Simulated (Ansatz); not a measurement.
**HgTe: enthalpy against pressure**

HgTe, F-43m, a = 6.573 Å. Ansatz: r2SCAN, PAW, 500 eV, Γ-centred 12×12×12 mesh on 2 atoms, Gaussian smearing 0.10 eV; no spin polarisation. Cell and atoms are relaxed at each pressure, and no other structure is tried, so the rows at high pressure may lie past a change of phase. y is the enthalpy over the state at zero pressure; there V0 = 35.495 Å³/atom. The pressures are the targets, met within 0.06 GPa.

```tsv
P (GPa)	y (eV/atom)
-2.0	-0.4555
0.0	0.0000
2.0	0.4330
5.0	1.0515
10.0	?
20.0	3.8098
40.0	7.0145
```

Q: Fit y = c1 P + c2 P² + c3 P³ to the other rows, say what c1 and c2 mean, and predict the missing value.

A: Least squares on the rows shown. y = 0.22016 P − 0.0018512 P² + 1.8279×10⁻⁵ P³. Since dH/dP = V, c1 is V0: 0.22016 eV/GPa × 160.2 = 35.270 Å³ against 35.495; c2 = −V0/(2B0) gives B0 = 59 GPa, where a Birch–Murnaghan fit to the volumes of the same runs (not shown) gives 40 GPa: a cubic over this range folds the higher terms into c2. Above P = −c2/(3 c3) = 34 GPa the cubic's slope, the volume, would rise with pressure, so the form fails there. At P = 10.0 the fit asked for gives 2.0348 eV/atom. The run gave 2.0219 eV/atom, so the fit is 0.0129 eV/atom too high, 0.17 % of the span of the series, against an rms of 0.0042 eV/atom on the fitted rows. With a term in P⁴ added, a fit to the same known rows predicts 2.0155 eV/atom, a smaller miss on the other side.

Spin–orbit coupling is left out, which can shift energies with elements as heavy as these.